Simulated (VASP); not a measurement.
# BN (Imm2) in VASP: a series of runs

The runs below take BN through band structure, with PBE, r2SCAN, HSE06, PBE0.

All numbers are computed with VASP 6.6.1; they aren't measurements. Logs are shortened: lines on timing, memory, paths and dates and some standing lists are left out, and cuts for length are marked.

## Step 1: Starting point

The structure is orthorhombic, space group Imm2 (No. 44). The conventional cell has a = 2.556 Å, b = 2.575 Å, c = 3.615 Å, α = 90.00°, β = 90.00°, γ = 90.00°. B (site symmetry mm2) has 4 N at 1.57 Å as nearest neighbours. N (site symmetry mm2) has 4 B at 1.57 Å as nearest neighbours.

The cell was built by a generator and isn't the measured one.

## Step 2: Band structure, PBE

Input file POSCAR:

```
BN                                      
1.0
    2.5561910140      0.0000000000      0.0000000000
    0.0000000000      3.6150000000      0.0000000000
    0.0000000000      0.0000000000      2.5754904697
  B               N             
     2     2
Direct
     0.0000000000000000    0.0000000000000000    0.0000000000000000
     0.5000000000000000    0.5000000000000000    0.5000000000000000
     0.0000000000000000    0.2500000000000000    0.5000000000000000
     0.5000000000000000    0.7500000000000000    0.0000000000000000
```

Input file INCAR.step1:

```
  PREC = Accurate
  ENCUT = 520
  EDIFF = 1E-6
  ISMEAR = 0
  SIGMA = 0.02
  LREAL = F
  LASPH = T
  NELM = 100
  ALGO = Fast
  ISIF = 2
  LWAVE = F
  LCHARG = T
  GGA = PE
  KPAR = 4
```

Input file KPOINTS.step1:

```
Automatic mesh
0
Gamma
  9 7 9
```

Input file INCAR.step2:

```
  PREC = Accurate
  ENCUT = 520
  EDIFF = 1E-6
  ISMEAR = 0
  SIGMA = 0.05
  LREAL = F
  LASPH = T
  NELM = 100
  ALGO = Fast
  ISIF = 2
  LWAVE = F
  LCHARG = F
  GGA = PE
  ICHARG = 11
  KPAR = 4
```

Input file KPOINTS.step2:

```
path GXMGZRAZ,XR,MA
15
line-mode
reciprocal
 0.0000000000  0.0000000000  0.0000000000  G
 0.0000000000  0.0000000000 -0.5000000000  X

 0.0000000000  0.0000000000 -0.5000000000  X
-0.5000000000  0.0000000000 -0.5000000000  M

-0.5000000000  0.0000000000 -0.5000000000  M
 0.0000000000  0.0000000000  0.0000000000  G

 0.0000000000  0.0000000000  0.0000000000  G
 0.0000000000 -0.5000000000  0.0000000000  Z

 0.0000000000 -0.5000000000  0.0000000000  Z
 0.0000000000 -0.5000000000 -0.5000000000  R

 0.0000000000 -0.5000000000 -0.5000000000  R
-0.5000000000 -0.5000000000 -0.5000000000  A

-0.5000000000 -0.5000000000 -0.5000000000  A
 0.0000000000 -0.5000000000  0.0000000000  Z

 0.0000000000  0.0000000000 -0.5000000000  X
 0.0000000000 -0.5000000000 -0.5000000000  R

-0.5000000000  0.0000000000 -0.5000000000  M
-0.5000000000 -0.5000000000 -0.5000000000  A
```

Potentials or basis: VASP PAW PBE potentials, release 64 (B, N).

Command:

```sh
> cat potpaw_PBE.64/B/POTCAR potpaw_PBE.64/N/POTCAR > POTCAR
> cp INCAR.step1 INCAR
> cp KPOINTS.step1 KPOINTS
> mpirun -np 4 vasp_std > vasp.out
> cp INCAR.step2 INCAR
> cp KPOINTS.step2 KPOINTS
> mpirun -np 4 vasp_std > vasp.out
```

OUTCAR:

```text
PREC = Accurate
   ENCUT = 520
   EDIFF = 1E-6
   ISMEAR = 0
   LREAL = F
   LASPH = T
   NELM = 100
   ISIF = 2
   GGA = PE
   ICHARG = 11

 ion  position               nearest neighbor table
   1  0.000  0.000  0.000-   4 1.57   4 1.57   3 1.57   3 1.57
   2  0.500  0.500  0.500-   3 1.57   3 1.57   4 1.57   4 1.57
   3  0.000  0.250  0.500-   2 1.57   2 1.57   1 1.57   1 1.57
   4  0.500  0.750  0.000-   1 1.57   1 1.57   2 1.57   2 1.57

  LATTYP: Found a simple orthorhombic cell.
 ALAT       =     2.5561910140
 B/A-ratio  =     1.0075500835
 C/A-ratio  =     1.4142135624

  Lattice vectors:

 A1 = (  -2.5561910140,   0.0000000000,   0.0000000000)
 A2 = (   0.0000000000,   0.0000000000,   2.5754904697)
 A3 = (   0.0000000000,   3.6150000000,   0.0000000000)

Analysis of symmetry for initial positions (statically):
=====================================================================
 Subroutine PRICEL returns following result:

  LATTYP: Found a body centered orthorhombic cell.
 ALAT       =     2.5561910140
 B/A-ratio  =     1.0075500835
 C/A-ratio  =     1.4142135624

  Lattice vectors:

 A1 = (   1.2780955070,   1.8075000000,   1.2877452349)
 A2 = (  -1.2780955070,   1.8075000000,  -1.2877452349)
 A3 = (  -1.2780955070,  -1.8075000000,   1.2877452349)

   2 primitive cells build up your supercell.

 Routine SETGRP: Setting up the symmetry group for a
 simple orthorhombic supercell.

 Subroutine GETGRP returns: Found  4 space group operations
 (whereof  4 operations were pure point group operations)
 out of a pool of  8 trial point group operations.

The static configuration has the point symmetry C_2v.

Analysis of symmetry for dynamics (positions and initial velocities):
=====================================================================
 Subroutine PRICEL returns following result:

  LATTYP: Found a body centered orthorhombic cell.
 ALAT       =     2.5561910140
 B/A-ratio  =     1.0075500835
 C/A-ratio  =     1.4142135624

  Lattice vectors:

 A1 = (   1.2780955070,   1.8075000000,   1.2877452349)
 A2 = (  -1.2780955070,   1.8075000000,  -1.2877452349)
 A3 = (  -1.2780955070,  -1.8075000000,   1.2877452349)

   2 primitive cells build up your supercell.

 Routine SETGRP: Setting up the symmetry group for a
 simple orthorhombic supercell.

[... 105 lines left out ...]
   POTIM  = 0.5000    time-step for ionic-motion
   TEBEG  =    0.0;   TEEND  =   0.0 temperature during run
   PSTRESS=    0.0 pullay stress
   NELECT =      16.0000    total number of electrons
   NUPDOWN=      -1.0000    fix difference up-down
   EMIN   =  10.00;   EMAX   =-10.00  energy-range for DOS
   EFERMI =   0.00;   METHOD = LEGACY
   ISMEAR =     0;   SIGMA  =   0.05  broadening in eV -4-tet -1-fermi 0-gaus
   EFERMI_NEDOS =   21; number of points for ismear=-14 and -15
   IALGO  =     68    algorithm
   IMIX   =      4    mixing-type and parameters
     AMIX     =   0.40;   BMIX     =  1.00
     AMIX_MAG =   1.60;   BMIX_MAG =  1.00
  volume/ion in A,a.u.               =       5.95        40.15
  Fermi-wavevector in a.u.,A,eV,Ry     =   1.434149  2.710149 27.984241  2.056784
  Thomas-Fermi vector in A             =   2.553589
   LORBIT       =      0    0 simple, 1 ext, 2 COOP (PROOUT), +10 PAW based schemes
   GGA     = PE    functional components
   LHFCALC =     F    Hartree Fock is set to
   AEXX    =    0.0000 exact exchange contribution
   IVDW    =     0    specifies the selected vdW correction
   LEPSILON=     F    determine dielectric tensor
   LRPA    =     F    only Hartree local field effects (RPA)
 non-spin polarized calculation
 RMM-DIIS sequential band-by-band and
 Gauss-broadening in eV      SIGMA  =   0.05
  energy-cutoff  :      520.00
  volume of cell :       23.80
 maximum number of plane-waves:       664
 NGX is ok and might be reduce to    20

 number of electron      16.0000000 magnetization

 Free energy of the ion-electron system (eV)
  ---------------------------------------------------
  ext. energy  EPLUGINS =         0.00000000
  ---------------------------------------------------
  free energy    TOTEN  =       -33.88012000 eV

  energy without entropy =      -33.88012000  energy(sigma->0) =      -33.88012000

 E-fermi :   7.5661     XC(G=0): -12.7849

 val. band max:        7.3343552280   @ k =   0.0000   0.0000   0.0000
 cond. band min:      11.7156567419   @ k =   0.0000   0.0000   0.0000
 fundamental gap:      4.3813015139
 Fermi energy:         7.5661294112

 k-point     1 :       0.0000    0.0000    0.0000
  band No.  band energies     occupation
      1     -12.8350      2.00000
      2      -7.2693      2.00000
      3      -1.5196      2.00000
      4       2.3418      2.00000
      5       2.4787      2.00000
      6       7.2848      2.00000
      7       7.3120      2.00000
      8       7.3344      2.00000
      9      11.7157      0.00000
     10      16.0050      0.00000
     11      16.0615      0.00000
     12      16.2042      0.00000
[... 331 lines left out ...]
 k-point    24 :      -0.2857    0.0000   -0.5000
  band No.  band energies     occupation
      1      -8.2506      2.00000
      2      -8.2506      2.00000
      3      -0.2780      2.00000
      4      -0.2780      2.00000
      5       2.1644      2.00000
      6       2.1644      2.00000
      7       2.5387      2.00000
      8       2.5387      2.00000
      9      13.8458      0.00000
     10      13.8458      0.00000
     11      18.1352      0.00000
     12      18.1352      0.00000

 [... further k-points ...]

------------------------ aborting loop because EDIFF is reached ----------------------------------------

  FORCE on cell =-STRESS in cart. coord.  units (eV):
  Direction    XX          YY          ZZ          XY          YZ          ZX
  --------------------------------------------------------------------------------------
  -------------------------------------------------------------------------------------
  Total        4.2954625     -0.6049246      2.4139545      0.0000000      0.0000000      0.0000000
  in kB      289.1738141    -40.7239861    162.5092571      0.0000000      0.0000000      0.0000000
  external PRESSURE =     136.9863617 kB  Pullay stress =       0.0000000 kB

 VOLUME and BASIS-vectors are now :
 -----------------------------------------------------------------------------
  energy-cutoff  :      520.00
  volume of cell :       23.80
      direct lattice vectors                 reciprocal lattice vectors
     2.556191014  0.000000000  0.000000000     0.391207071  0.000000000  0.000000000
     0.000000000  3.615000000  0.000000000     0.000000000  0.276625173  0.000000000
     0.000000000  0.000000000  2.575490470     0.000000000  0.000000000  0.388275558

 POSITION                                       TOTAL-FORCE (eV/Angst)
 -----------------------------------------------------------------------------------
      0.00000      0.00000      0.00000        -0.000000     -0.980683     -0.000000
      1.27810      1.80750      1.28775        -0.000000     -0.980683     -0.000000
      0.00000      0.90375      1.28775        -0.000000      0.980683     -0.000000
      1.27810      2.71125      0.00000         0.000000      0.980683      0.000000
 -----------------------------------------------------------------------------------
    total drift:                                0.000000     -0.079601     -0.000000

  FREE ENERGIE OF THE ION-ELECTRON SYSTEM (eV)
  ---------------------------------------------------
  free  energy   TOTEN  =       -33.8801200026 eV

  energy  without entropy=      -33.8801200026  energy(sigma->0) =      -33.88012000
```

OSZICAR.step1:

```text
N       E                     dE             d eps       ncg     rms          rms(c)
DAV:   1     0.505387865006E+02    0.50539E+02   -0.89474E+03  2400   0.132E+03
DAV:   2    -0.343996921795E+02   -0.84938E+02   -0.79289E+02  3428   0.272E+02
DAV:   3    -0.367928133685E+02   -0.23931E+01   -0.23851E+01  3144   0.459E+01
DAV:   4    -0.368070133804E+02   -0.14200E-01   -0.14182E-01  2964   0.358E+00
DAV:   5    -0.368072024999E+02   -0.18912E-03   -0.18902E-03  3096   0.371E-01    0.942E+00
RMM:   6    -0.350078745812E+02    0.17993E+01   -0.41680E+00  2455   0.162E+01    0.460E+00
RMM:   7    -0.349452060283E+02    0.62669E-01   -0.13708E+00  2581   0.937E+00    0.273E+00
RMM:   8    -0.349721508915E+02   -0.26945E-01   -0.61034E-01  2418   0.598E+00    0.160E+00
RMM:   9    -0.348998281554E+02    0.72323E-01   -0.12455E-01  2687   0.380E+00    0.417E-01
RMM:  10    -0.349009484110E+02   -0.11203E-02   -0.70046E-02  2916   0.187E+00    0.251E-01
RMM:  11    -0.348995577271E+02    0.13907E-02   -0.71512E-03  2882   0.936E-01    0.292E-02
RMM:  12    -0.348996200224E+02   -0.62295E-04   -0.38659E-04  3095   0.229E-01    0.275E-02
RMM:  13    -0.348996206911E+02   -0.66864E-06   -0.80633E-05  3067   0.678E-02    0.139E-02
RMM:  14    -0.348996233063E+02   -0.26153E-05   -0.12344E-05  2749   0.306E-02    0.110E-02
RMM:  15    -0.348996213358E+02    0.19706E-05   -0.21294E-05  2965   0.347E-02    0.246E-03
RMM:  16    -0.348996213330E+02    0.28152E-08   -0.15879E-06  2222   0.169E-02
   1 F= -.34899621E+02 E0= -.34899621E+02  d E =-.609595E-29
```

Run time: 8.1 s. Hardware: 4 MPI ranks of Intel Xeon 6975P-C (Granite Rapids), shared host; peak memory 0.14 GiB.

Results:

| Property | Result |
| --- | --- |
| Band gap on the k mesh | 4.38 eV |
| Band gap along the path | 4.38 eV |

Levels at the corners of the path, in eV from the valence-band top:
```
point  band 5  band 6  band 7  band 8  band 9  band 10  band 11  band 12
    Γ   -4.86   -0.05   -0.02    0.00    4.38     8.67     8.73     8.87
    X   -5.57   -5.57   -2.11   -2.11    9.67     9.67    12.16    12.21
    X   -5.57   -5.57   -2.11   -2.11    9.67     9.67    12.16    12.18
    M   -4.87   -4.87   -4.87   -4.87    4.45     4.45     9.19     9.19
    M   -4.87   -4.87   -4.87   -4.87    4.45     4.45     9.19     9.19
    Γ   -4.86   -0.05   -0.02    0.00    4.38     8.68     8.73     8.87
    Γ   -4.86   -0.05   -0.02    0.00    4.38     8.67     8.73     8.87
    Z   -3.09   -3.09   -2.98   -2.98    6.71     6.71    11.43    11.43
    Z   -3.09   -3.09   -2.98   -2.98    6.71     6.71    11.43    11.43
    R   -1.95   -1.95   -1.89   -1.89   10.09    10.10    10.63    10.64
    R   -1.95   -1.95   -1.89   -1.89   10.09    10.10    10.63    10.64
    A   -6.93   -6.93   -6.48   -6.48    9.58     9.58    13.26    13.27
    A   -6.93   -6.93   -6.48   -6.48    9.58     9.58    13.26    13.27
    Z   -3.09   -3.09   -2.98   -2.98    6.71     6.71    11.43    11.43
    X   -5.57   -5.57   -2.11   -2.11    9.67     9.67    12.16    12.16
    R   -1.95   -1.95   -1.89   -1.89   10.09    10.10    10.63    10.69
    M   -4.87   -4.87   -4.87   -4.87    4.45     4.45     9.19     9.19
    A   -6.93   -6.93   -6.48   -6.48    9.58     9.58    13.27    13.27
```

Caveat: the log is that of the step along the path at fixed density, whose energy, stress, charges and moments have no meaning.

[end of part 1 of 3]
